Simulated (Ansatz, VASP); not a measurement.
**Two plane-wave programs on Mg**

File INCAR:

```
SYSTEM = Mg
PREC     = Accurate       ! precision mode
ENCUT    = 520            ! plane-wave cutoff, eV
EDIFF    = 1E-7           ! SCF threshold, eV
ISMEAR   = 0              ! smearing method
SIGMA    = 0.019000000000000003 ! smearing width, eV
LREAL    = .False.        ! projectors in reciprocal space
LASPH    = .True.         ! aspherical terms in the spheres
NELM     = 100            ! most SCF steps
ALGO     = Normal         ! electronic algorithm
ISIF     = 2              ! what is computed and relaxed
LWAVE    = .False.        ! write WAVECAR
LCHARG   = .False.        ! write CHGCAR
GGA      = PE             ! functional
NBANDS   = 9              ! bands
```

Contents of KPOINTS:

```
regular mesh
0
Gamma
  10 10 5
  0 0 0
```

POSCAR

```
Mg
1.0
    3.2093000000      0.0000000000      0.0000000000
   -1.6046500000      2.7793353284      0.0000000000
    0.0000000000      0.0000000000      5.2103000000
Mg
2
Direct
    0.6666666667      0.3333333333      0.7500000000
    0.3333333333      0.6666666667      0.2500000000
```

The input input.yaml:

```yaml
crystal:
  lattice:
    - [3.2093, 0.0, 0.0]
    - [-1.60465, 2.7793353284, 0.0]
    - [0.0, 0.0, 5.2103]
  atoms:
    - { symbol: Mg, position: [0.6666666667, 0.3333333333, 0.75] }
    - { symbol: Mg, position: [0.3333333333, 0.6666666667, 0.25] }
hamiltonian:
  xc: pbe
  pseudopotentials: { kind: paw }
kpoints:
  mp_grid: { grid: [10, 10, 5] }
scf:
  occupations: { method: gaussian, width: 0.019 }
output:
  forces: true
  stress: true
  eigenvalues: true
```

Alike in both runs: task single point; functional PBE; k mesh 10 × 10 × 5; occupations gaussian, width 0.019 eV; no spin polarisation.

|  | VASP | Ansatz |
| --- | --- | --- |
| version | VASP 6.6.1 | Ansatz 0.2.0 |
| potentials or method | VASP PAW PBE potentials, release 64 (Mg) | Ansatz PAW |
| plane-wave cutoff (eV) | 520 | 420 |
| valence electrons in the cell | 4 | 20 |

VASP gave:

| Property | Result |
| --- | --- |
| gap on the k mesh at the Fermi level (eV) | none |
| pressure (GPa) | -0.6 |
| largest component of the traceless stress (GPa) | 0.48 |

Question: What did Ansatz give for the same quantities?

Answer: gap on the k mesh at the Fermi level (eV): none; pressure (GPa): -0.4; largest component of the traceless stress (GPa): 0.47.

A gap of «none» marks a metal or a gap that the smearing closes. The two sets of potentials don't hold the same shells in valence.
